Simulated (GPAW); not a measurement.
The system is PbS.

```
Pb S
1.0
     2.11266    1.21975    3.45192
    -2.11266    1.21975    3.45192
     0.00000   -2.43949    3.45192
Pb S
1 1
Direct
  0.98057 0.98057 0.98057
  0.47504 0.47504 0.47504
```

The cell is a database's computed one.

Base run:

```yaml
Program: GPAW 26.7.0
Functional: GLLB-SC
Potentials_or_basis: the program's PAW data sets (release 1.2.1) made for this functional
Cutoff: 500 eV
Basis: pw
k_mesh: 6 × 6 × 6
Occupations: fermi-dirac, width 0.001 eV
Spin: no spin polarisation
```

Its results: band gap on the k mesh, kohn-sham part alone 0.82 eV, direct; electronic dielectric tensor (diagonal) 11.41, 11.41, 11.36.

Q: The run is repeated on the same cell with these changes: functional from GLLB-SC to LDA. What comes out?

A: Band gap on the k mesh 0.29 eV, direct; electronic dielectric tensor (diagonal) 21.09, 21.09, 19.39.

Caveats: the long-wavelength limit can be off by a per cent or two; spin-orbit coupling is left out, which as a rule narrows the gap of such compounds by several tenths of an eV; a model potential gives levels but no total energy (some runs); response on these states lacks terms of the Hamiltonian (some runs); the gap is small at this level, which inflates the dielectric constant (some runs).

A k mesh can miss the band edges.
